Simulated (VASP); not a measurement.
TiC:

```
Ti C
1.0
     3.26149    0.00000    0.00000
    -1.63074    2.82453    0.00000
     0.00000    0.00000    6.12261
Ti C
2 2
Cartesian
  1.6307 0.9415 4.5920
  0.0000 1.8830 1.5307
  0.0000 0.0000 0.0000
  0.0000 0.0000 3.0613
```

The cell was built by a generator and needn't be a form met in nature.

```yaml
Program: VASP 6.6.1
Task: relaxation of cell and atoms
Functional: PBE
Potentials_or_basis: VASP PAW PBE potentials, release 64 (Ti_sv, C)
Cutoff: 600 eV
k_mesh: 6 × 6 × 4
Occupations: gaussian, width 0.1 eV
Spin: no spin polarisation
```

At the start: pressure -38.7 GPa; volume 14.10 Å³/atom.

Question: How do energy, volume and symmetry change on relaxing?

Answer: Over 10 steps the energy falls by 841.0 meV/atom and the volume is 10.16 Å³/atom (-27.9 %); space group P6_3/mmc (No. 194, to 0.05 Å).

Step by step:
| step | energy change (eV) | largest force (eV/Å) | pressure (GPa) | volume (Å³) |
| --- | --- | --- | --- | --- |
| 1 | 0.0000 | 0.0000 | -38.71 | 56.40 |
| 2 | -1.4847 | 0.0000 | 85.74 | 32.60 |
| 3 | -3.0817 | 0.0000 | 3.09 | 40.39 |
| 4 | -3.0850 | 0.0000 | 4.91 | 40.11 |
| 5 | -3.3308 | 0.0000 | 0.39 | 40.71 |
| 6 | -3.3606 | 0.0000 | -1.41 | 40.91 |
| 7 | -3.3620 | 0.0000 | -1.94 | 40.97 |
| 8 | -3.3623 | 0.0000 | -1.81 | 40.94 |
| 9 | -3.3615 | 0.0000 | 2.19 | 40.28 |
| 10 | -3.3641 | 0.0000 | 0.00 | 40.64 |

Final structure:
```
Ti C
1.0
     3.15957    0.00000    0.00000
    -1.57978    2.73627    0.00000
     0.00000    0.00000    4.70109
Ti C
2 2
Direct
  0.66667 0.33333 0.75000
  0.33333 0.66667 0.25000
  0.00000 0.00000 0.00000
  0.00000 0.00000 0.50000
```

Caveat: the k mesh is coarse (spacing up to 0.37 Å⁻¹), so the values aren't converged; the volume moved by over 15 % at a fixed basis, so the end points are rough.
